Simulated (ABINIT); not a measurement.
# HfO2 (Fm-3m) in ABINIT: notebook

The runs below take HfO2 through single point, with LDA, PBE.

Everything below comes from runs of ABINIT 10.8.3 (patched build). Logs are shortened: lines on timing, memory, paths and dates and some standing lists are left out, and cuts for length are marked. The log counts tension as positive stress, the text compression.

### 1 Starting point

It takes space group Fm-3m (No. 225, cubic). Conventional cell: a = 5.115 Å, b = 5.115 Å, c = 5.115 Å, α = 90.00°, β = 90.00°, γ = 90.00°. Around Hf (site symmetry m-3m) lie 8 O at 2.21 Å. Around O (site symmetry -43m) lie 4 Hf at 2.21 Å.

Measurements of this composition are mostly on another form, of space group No. 14.

### 2 Single point, LDA (cell relaxed)

The input, run.abi:

```
# Pseudopotentials
pp_dirpath "./"
pseudos "Hf.upf, O.upf"

# Structure
acell 3.5086872393 3.5086872393 3.5086872393 Angstrom
rprim
     0.0000000000     0.7071067812     0.7071067812
     0.7071067812     0.0000000000     0.7071067812
     0.7071067812     0.7071067812     0.0000000000
ntypat 2
znucl 72 8
natom 3
typat 1 2 2
xcart
     0.0000000000     0.0000000000     0.0000000000
     3.7215248100     3.7215248100     3.7215248100
     1.2405082700     1.2405082700     1.2405082700 Angstrom
chkprim 0
chksymtnons 0
tolsym 1.0e-6

# Plane-wave basis
ecut 42.0

# k points
kptopt 1
ngkpt 7 7 7
nshiftk 1
shiftk 0.0 0.0 0.0

# Exchange and correlation
ixc 7

# Bands and occupations
nband 16
occopt 3
tsmear 0.05 eV

# SCF cycle
nstep 100
tolvrs 1.0e-10

# Output
iomode 3
prtwf 0
prtden 0
prteig 0
prtebands 0
enunit 1
```

Potentials or basis: PseudoDojo NC SR LDA v0.4.1 standard.

Command:

```console
mpirun --bind-to none -np 4 abinit run.abi > log 2>&1
```

run.abo:

```text
.Version 10.8.3 of ABINIT
 Symmetries : space group Fm -3 m (#225); Bravais cF (face-center cubic)
================================================================================
 Values of the parameters that define the memory need of the present run
     intxc =       0    ionmov =       0      iscf =       7    lmnmax =       8
     lnmax =       8     mgfft =      40  mpssoang =       4    mqgrid =    3001
     natom =       3  nloc_mem =       1    nspden =       1   nspinor =       1
    nsppol =       1      nsym =      48    n1xccc =    2501    ntypat =       2
    occopt =       3   xclevel =       1
       mpw =        2698          nfft =       64000          nkpt =          20
================================================================================
================================================================================

--------------------------------------------------------------------------------
------------- Echo of variables that govern the present computation ------------
--------------------------------------------------------------------------------
 -outvars: echo values of preprocessed input variables --------
            acell      6.6304579437E+00  6.6304579437E+00  6.6304579437E+00 Bohr
              amu      1.78490000E+02  1.59994000E+01
          chkprim           0
      chksymtnons           0
             ecut      4.20000000E+01 Hartree
           enunit           1
              ixc           7
         kptrlatt        7    0    0      0    7    0      0    0    7
          kptrlen      4.64132056E+01
            natom           3
            nband          16
            ngfft          40      40      40
             nkpt          20
            nstep         100
             nsym          48
           ntypat           2
           occopt           3
           prtden           0
        prtebands           0
           prteig           0
            prtwf           0
            rprim      0.0000000000E+00  7.0710678120E-01  7.0710678120E-01
                       7.0710678120E-01  0.0000000000E+00  7.0710678120E-01
                       7.0710678120E-01  7.0710678120E-01  0.0000000000E+00
          spgroup         225
           tolsym      1.00000000E-06
           tolvrs      1.00000000E-10
           tsmear      1.83746611E-03 Hartree
            typat      1  2  2
           xangst      0.0000000000E+00  0.0000000000E+00  0.0000000000E+00
                       3.7215248100E+00  3.7215248100E+00  3.7215248100E+00
                       1.2405082700E+00  1.2405082700E+00  1.2405082700E+00
            xcart      0.0000000000E+00  0.0000000000E+00  0.0000000000E+00
                       7.0326626617E+00  7.0326626617E+00  7.0326626617E+00
                       2.3442208872E+00  2.3442208872E+00  2.3442208872E+00
             xred      0.0000000000E+00  0.0000000000E+00  0.0000000000E+00
                       7.5000000000E-01  7.5000000000E-01  7.5000000000E-01
                       2.5000000000E-01  2.5000000000E-01  2.5000000000E-01
            znucl       72.00000    8.00000

================================================================================

 chkinp: Checking input parameters for consistency.

================================================================================
== DATASET  1 ==================================================================

--- !DatasetInfo
iteration_state: {dtset: 1, }
dimensions: {natom: 3, nkpt: 20, mband: 16, nsppol: 1, nspinor: 1, nspden: 1, mpw: 2698, }
cutoff_energies: {ecut:  42.0, pawecutdg:  -1.0, }
electrons: {nelect:   2.40000000E+01, charge:   0.00000000E+00, occopt:   3.00000000E+00, tsmear:   1.83746611E-03, }
meta: {optdriver: 0, ionmov: 0, optcell: 0, iscf: 7, paral_kgb: 0, }
...

 Exchange-correlation functional for the present dataset will be:
  LDA: Perdew-Wang 92 LSD fit to Ceperley-Alder data - ixc=7
  J.P.Perdew and Y.Wang, PRB 45, 13244 (1992)

 Real(R)+Recip(G) space primitive vectors, cartesian coordinates (Bohr,Bohr^-1):
 R(1)=  0.0000000  4.6884418  4.6884418  G(1)= -0.1066452  0.1066452  0.1066452
 R(2)=  4.6884418  0.0000000  4.6884418  G(2)=  0.1066452 -0.1066452  0.1066452
 R(3)=  4.6884418  4.6884418  0.0000000  G(3)=  0.1066452  0.1066452 -0.1066452
 Unit cell volume ucvol=  2.0611784E+02 bohr^3
 Angles (23,13,12)=  6.00000000E+01  6.00000000E+01  6.00000000E+01 degrees

 getcut: wavevector=  0.0000  0.0000  0.0000  ngfft=  40  40  40
         ecut(hartree)=     42.000   => boxcut(ratio)=   2.06789

--- Pseudopotential description ------------------------------------------------
- pspini: atom type   1  psp file is ./Hf.upf
12 -1012 3 -1 1618                            pspcod,pspxc,lmax,lloc,mmax
     nproj     2     2     2     2

- pspini: atom type   2  psp file is ./O.upf
12 -1012 2 -1 926                             pspcod,pspxc,lmax,lloc,mmax
     nproj     2     2     1     0

   8.27749700E+02                                ecore*ucvol(ha*bohr**3)
--------------------------------------------------------------------------------

================================================================================

--- !BeginCycle
iteration_state: {dtset: 1, }
solver: {iscf: 7, nstep: 100, nline: 4, wfoptalg: 0, }
tolerances: {tolvrs: 1.00E-10, }
...

     iter   Etot(hartree)      deltaE(h)  residm     vres2
 ETOT  1  -89.413605510919    -8.941E+01 1.503E-01 1.289E+03
 ETOT  2  -89.217108841432     1.965E-01 1.332E-02 2.023E+03
 ETOT  3  -89.704380105927    -4.873E-01 1.093E-02 2.944E+01
 ETOT  4  -89.710236127014    -5.856E-03 3.123E-03 3.452E-02
 ETOT  5  -89.710237100130    -9.731E-07 1.347E-03 4.846E-02
 ETOT  6  -89.710244035748    -6.936E-06 9.725E-04 2.206E-03
 ETOT  7  -89.710244558717    -5.230E-07 4.638E-04 6.416E-05
 ETOT  8  -89.710244565760    -7.043E-09 3.330E-04 3.054E-06
 ETOT  9  -89.710244566127    -3.670E-10 4.201E-04 1.133E-07
 ETOT 10  -89.710244566142    -1.489E-11 2.844E-04 1.679E-11

 At SCF step   10       vres2   =  1.68E-11 < tolvrs=  1.00E-10 =>converged.

 Cartesian components of stress tensor (hartree/bohr^3)
  sigma(1 1)=  1.71454789E-06  sigma(3 2)=  0.00000000E+00
  sigma(2 2)=  1.71454789E-06  sigma(3 1)=  0.00000000E+00
  sigma(3 3)=  1.71454789E-06  sigma(2 1)=  0.00000000E+00

--- !ResultsGS
iteration_state: {dtset: 1, }
comment   : Summary of ground state results
lattice_vectors:
- [  0.0000000,   4.6884418,   4.6884418, ]
- [  4.6884418,   0.0000000,   4.6884418, ]
- [  4.6884418,   4.6884418,   0.0000000, ]
lattice_lengths: [   6.63046,    6.63046,    6.63046, ]
lattice_angles: [ 60.000,  60.000,  60.000, ] # degrees, (23, 13, 12)
lattice_volume:   2.0611784E+02
convergence: {deltae: -1.489E-11, res2:  1.679E-11, residm:  2.844E-04, diffor: null, }
etotal    :  -8.97102446E+01
entropy   :   0.00000000E+00
fermie    :   3.92592393E-01
cartesian_stress_tensor: # hartree/bohr^3
- [  1.71454789E-06,   0.00000000E+00,   0.00000000E+00, ]
- [  0.00000000E+00,   1.71454789E-06,   0.00000000E+00, ]
- [  0.00000000E+00,   0.00000000E+00,   1.71454789E-06, ]
pressure_GPa:  -5.0444E-02
xred      :
- [  0.0000E+00,   0.0000E+00,   0.0000E+00, Hf]
- [  7.5000E-01,   7.5000E-01,   7.5000E-01,  O]
- [  2.5000E-01,   2.5000E-01,   2.5000E-01,  O]
cartesian_forces: # hartree/bohr
- [ -0.00000000E+00,  -0.00000000E+00,  -0.00000000E+00, ]
- [ -0.00000000E+00,  -0.00000000E+00,  -0.00000000E+00, ]
- [ -0.00000000E+00,  -0.00000000E+00,  -0.00000000E+00, ]
force_length_stats: {min:   0.00000000E+00, max:   0.00000000E+00, mean:   0.00000000E+00, }
...

 Integrated electronic density in atomic spheres:
 ------------------------------------------------
 Atom  Sphere_radius  Integrated_density
    1        2.00000          8.33911298
    2        2.00000          6.39769120
    3        2.00000          6.39769120
================================================================================

 ----iterations are completed or convergence reached----

 Mean square residual over all n,k,spin=   20.813E-07; max=  28.436E-05
 reduced coordinates (array xred) for    3 atoms
       0.000000000000      0.000000000000      0.000000000000
       0.750000000000      0.750000000000      0.750000000000
       0.250000000000      0.250000000000      0.250000000000
 rms dE/dt=  0.0000E+00; max dE/dt=  0.0000E+00; dE/dt below (all hartree)
    1       0.000000000000      0.000000000000      0.000000000000
    2       0.000000000000      0.000000000000      0.000000000000
    3       0.000000000000      0.000000000000      0.000000000000

 cartesian coordinates (angstrom) at end:
    1      0.00000000000000     0.00000000000000     0.00000000000000
    2      3.72152481002841     3.72152481002841     3.72152481002841
    3      1.24050827000947     1.24050827000947     1.24050827000947

 cartesian forces (hartree/bohr) at end:
    1     -0.00000000000000    -0.00000000000000    -0.00000000000000
    2     -0.00000000000000    -0.00000000000000    -0.00000000000000
    3     -0.00000000000000    -0.00000000000000    -0.00000000000000
 frms,max,avg= 0.0000000E+00 0.0000000E+00   0.000E+00  0.000E+00  0.000E+00 h/b

 cartesian forces (eV/Angstrom) at end:
    1     -0.00000000000000    -0.00000000000000    -0.00000000000000
    2     -0.00000000000000    -0.00000000000000    -0.00000000000000
    3     -0.00000000000000    -0.00000000000000    -0.00000000000000
 frms,max,avg= 0.0000000E+00 0.0000000E+00   0.000E+00  0.000E+00  0.000E+00 e/A
 length scales=  6.630457943744  6.630457943744  6.630457943744 bohr
              =  3.508687239300  3.508687239300  3.508687239300 angstroms
 Fermi (or HOMO) energy (eV) =  10.68298   Average Vxc (eV)= -13.08605
 Eigenvalues (   eV  ) for nkpt=  20  k points:
 kpt#   1, nband= 16, wtk=  0.00292, kpt=  0.0000  0.0000  0.0000 (reduced coord)
 -52.21057  -20.75381  -20.75381  -20.75381  -10.33745   -6.79449    2.68643    2.68643
   2.68643    7.84883    7.84883    7.84883   12.39382   12.39382   14.71967   19.72007
 prteigrs : prtvol=0 or 1, do not print more k-points.

--- !EnergyTerms
iteration_state     : {dtset: 1, }
comment             : Components of total free energy in Hartree
kinetic             :  3.69531877051203E+01
hartree             :  1.32216849507601E+01
xc                  : -2.25458368957051E+01
Ewald energy        : -6.93059974723138E+01
psp_core            :  4.01590523157425E+00
local_psp           : -4.91395019239768E+01
non_local_psp       : -2.90968616160083E+00
internal            : -8.97102445661418E+01
'-kT*entropy'       :  1.87990621797807E-15
total_energy        : -8.97102445661418E+01
total_energy_eV     : -2.44114011511070E+03
band_energy         : -7.32109517855153E+00
...

 Cartesian components of stress tensor (hartree/bohr^3)
  sigma(1 1)=  1.71454789E-06  sigma(3 2)=  0.00000000E+00
  sigma(2 2)=  1.71454789E-06  sigma(3 1)=  0.00000000E+00
  sigma(3 3)=  1.71454789E-06  sigma(2 1)=  0.00000000E+00

-Cartesian components of stress tensor (GPa)         [Pressure= -5.0444E-02 GPa]
- sigma(1 1)=  5.04437406E-02  sigma(3 2)=  0.00000000E+00
- sigma(2 2)=  5.04437406E-02  sigma(3 1)=  0.00000000E+00
- sigma(3 3)=  5.04437406E-02  sigma(2 1)=  0.00000000E+00

== END DATASET(S) ==============================================================
================================================================================

 -outvars: echo values of variables after computation  --------
            acell      6.6304579437E+00  6.6304579437E+00  6.6304579437E+00 Bohr
           etotal     -8.9710244566E+01
            fcart     -0.0000000000E+00 -0.0000000000E+00 -0.0000000000E+00
                      -0.0000000000E+00 -0.0000000000E+00 -0.0000000000E+00
                      -0.0000000000E+00 -0.0000000000E+00 -0.0000000000E+00
            rprim      0.0000000000E+00  7.0710678120E-01  7.0710678120E-01
                       7.0710678120E-01  0.0000000000E+00  7.0710678120E-01
                       7.0710678120E-01  7.0710678120E-01  0.0000000000E+00
           strten      1.7145478938E-06  1.7145478938E-06  1.7145478938E-06
                       0.0000000000E+00  0.0000000000E+00  0.0000000000E+00
           xangst      0.0000000000E+00  0.0000000000E+00  0.0000000000E+00
                       3.7215248100E+00  3.7215248100E+00  3.7215248100E+00
                       1.2405082700E+00  1.2405082700E+00  1.2405082700E+00
             xred      0.0000000000E+00  0.0000000000E+00  0.0000000000E+00
                       7.5000000000E-01  7.5000000000E-01  7.5000000000E-01
                       2.5000000000E-01  2.5000000000E-01  2.5000000000E-01
 Calculation completed.
```

Run time: 8.1 s. Hardware: 4 MPI ranks of Arm Neoverse V2, shared host; peak memory 0.28 GiB.

Results:

- Free energy: -2441.1401 eV
- Pressure: -0.1 GPa
- Band gap on the k mesh: 4.00 eV, indirect (least direct gap 4.20 eV)
- Valence electrons inside the program's atomic spheres: Hf 8.34; O 6.40

Caveat: spin-orbit coupling is left out, which moves the levels of the heavy elements; an odd mesh through Γ misses points on the zone boundary, where band edges often lie.

### 3 Single point, PBE

The input, run.abi:

```
# Pseudopotentials
pp_dirpath "./"
pseudos "Hf.upf, O.upf"

# Structure
acell 3.6168511858 3.6168511858 3.6168511858 Angstrom
rprim
     0.0000000000     0.7071067812     0.7071067812
     0.7071067812     0.0000000000     0.7071067812
     0.7071067812     0.7071067812     0.0000000000
ntypat 2
znucl 72 8
natom 3
typat 1 2 2
xcart
     0.0000000000     0.0000000000     0.0000000000
     7.2494618456     7.2494618456     7.2494618456
     2.4164872819     2.4164872819     2.4164872819

# Plane-wave basis
ecut 952.398519 eV

# k points
kptopt 1
ngkpt 7 7 7
nshiftk 1
shiftk 0.0 0.0 0.0

# Exchange and correlation
ixc 11

# Bands and occupations
nband 16
occopt 3
tsmear 0.05 eV

# SCF cycle
nstep 100
tolvrs 1.0e-10

# Output
iomode 3
prtwf 0
prtden 0
prteig 0
prtebands 0
enunit 2
```

Potentials or basis: PseudoDojo NC SR PBE v0.4.1 standard.

Command:

```console
abinit run.abi > log 2>&1
```

Wall time 26 s (1 thread of Arm Neoverse V2, shared host); peak memory 0.08 GiB.

It converged, with:

- Free energy: -2440.9663 eV
- Band gap on the k mesh: 3.95 eV, indirect (least direct gap 4.11 eV)
- Valence electrons inside the program's atomic spheres: Hf 8.27; O 6.34

Levels at points of the mesh, in eV from the valence-band top:
```tsv
k point	band 8	band 9	band 10	band 11	band 12	band 13	band 14	band 15	band 16
(0.00, 0.00, 0.00)	-5.09	-5.09	-0.51	-0.51	-0.51	3.96	3.96	5.74	10.20
```

Caveat: the cutoff is too short for stress, so the log's stress isn't used; spin-orbit coupling is left out, which moves the levels of the heavy elements; an odd mesh through Γ misses points on the zone boundary, where band edges often lie. PBE gaps usually lie below the measured ones, often by a third to a half.

### 4 Single point, PBE

The input, run.abi:

```
# Pseudopotentials
pp_dirpath "./"
pseudos "Hf.upf, O.upf"

# Structure
acell 3*1.0 Angstrom
rprim
     0.0000000000     2.5575000000     2.5575000000
     2.5575000000     0.0000000000     2.5575000000
     2.5575000000     2.5575000000     0.0000000000
ntypat 2
znucl 72 8
natom 3
typat 1 2 2
xred
     0.0000000000     0.0000000000     0.0000000000
     0.7500000000     0.7500000000     0.7500000000
     0.2500000000     0.2500000000     0.2500000000

# Plane-wave basis
ecut 952.398519 eV

# k points
kptopt 1
ngkpt 7 7 7
nshiftk 1
shiftk 0.0 0.0 0.0

# Exchange and correlation
ixc 11

# Bands and occupations
nband 16
occopt 3
tsmear 0.00183747

# SCF cycle
nstep 100
tolvrs 1.0e-10

# Output
iomode 3
prtwf 0
prtden 0
prteig 0
prtebands 0
enunit 2
```

Potentials or basis: PseudoDojo NC SR PBE v0.4.1 standard.

Command:

```console
mpirun --bind-to none -np 4 abinit run.abi > log 2>&1
```

run.abo:

```text
.Version 10.8.3 of ABINIT
 Symmetries : space group Fm -3 m (#225); Bravais cF (face-center cubic)
================================================================================
 Values of the parameters that define the memory need of the present run
     intxc =       0    ionmov =       0      iscf =       7    lmnmax =       8
     lnmax =       8     mgfft =      40  mpssoang =       4    mqgrid =    3001
     natom =       3  nloc_mem =       1    nspden =       1   nspinor =       1
    nsppol =       1      nsym =      48    n1xccc =    2501    ntypat =       2
    occopt =       3   xclevel =       2
       mpw =        2247          nfft =       64000          nkpt =          20
================================================================================
================================================================================

--------------------------------------------------------------------------------
------------- Echo of variables that govern the present computation ------------
--------------------------------------------------------------------------------
 -outvars: echo values of preprocessed input variables --------
            acell      1.8897261259E+00  1.8897261259E+00  1.8897261259E+00 Bohr
              amu      1.78490000E+02  1.59994000E+01
             ecut      3.50000000E+01 Hartree
           enunit           2
              ixc          11
         kptrlatt        7    0    0      0    7    0      0    0    7
          kptrlen      4.78440073E+01
            natom           3
            nband          16
            ngfft          40      40      40
[... 189 lines left out ...]
local_psp           : -5.16430674617734E+01
non_local_psp       : -2.43916411525611E+00
internal            : -8.97038566065090E+01
'-kT*entropy'       :  1.87991019907061E-15
total_energy        : -8.97038566065090E+01
total_energy_eV     : -2.44096628987381E+03
band_energy         : -7.94602058987549E+00
...

 Cartesian components of stress tensor (hartree/bohr^3)
  sigma(1 1)=  2.14977248E-04  sigma(3 2)=  0.00000000E+00
  sigma(2 2)=  2.14977248E-04  sigma(3 1)=  0.00000000E+00
  sigma(3 3)=  2.14977248E-04  sigma(2 1)=  0.00000000E+00

-Cartesian components of stress tensor (GPa)         [Pressure= -6.3248E+00 GPa]
- sigma(1 1)=  6.32484901E+00  sigma(3 2)=  0.00000000E+00
- sigma(2 2)=  6.32484901E+00  sigma(3 1)=  0.00000000E+00
- sigma(3 3)=  6.32484901E+00  sigma(2 1)=  0.00000000E+00

== END DATASET(S) ==============================================================
================================================================================

 -outvars: echo values of variables after computation  --------
            acell      1.8897261259E+00  1.8897261259E+00  1.8897261259E+00 Bohr
           etotal     -8.9703856607E+01
            fcart     -1.1885661159E-27 -2.9714152898E-28  1.1885661159E-27
                       1.0399953514E-27  5.9428305795E-28 -2.3771322318E-27
                       1.4857076449E-28 -2.9714152898E-28  1.1885661159E-27
            rprim      0.0000000000E+00  2.5575000000E+00  2.5575000000E+00
                       2.5575000000E+00  0.0000000000E+00  2.5575000000E+00
                       2.5575000000E+00  2.5575000000E+00  0.0000000000E+00
           strten      2.1497724833E-04  2.1497724833E-04  2.1497724833E-04
                       0.0000000000E+00  0.0000000000E+00  0.0000000000E+00
           xangst      0.0000000000E+00  0.0000000000E+00  0.0000000000E+00
                       3.8362500000E+00  3.8362500000E+00  3.8362500000E+00
                       1.2787500000E+00  1.2787500000E+00  1.2787500000E+00
             xred      0.0000000000E+00  0.0000000000E+00  0.0000000000E+00
                       7.5000000000E-01  7.5000000000E-01  7.5000000000E-01
                       2.5000000000E-01  2.5000000000E-01  2.5000000000E-01
 Calculation completed.
```

Run time: 9.3 s. Hardware: 4 MPI ranks of Arm Neoverse V2, shared host; peak memory 0.28 GiB.

Results:

```yaml
Free_energy: -2440.9663 eV
Band_gap_on_the_k_mesh: 3.95 eV, indirect (least direct gap 4.11 eV)
Valence_electrons_inside_the_program's_atomic_spheres: Hf 8.27; O 6.34
```

Caveat: the cutoff is too short for stress, so the log's stress isn't used; spin-orbit coupling is left out, which moves the levels of the heavy elements; an odd mesh through Γ misses points on the zone boundary, where band edges often lie.
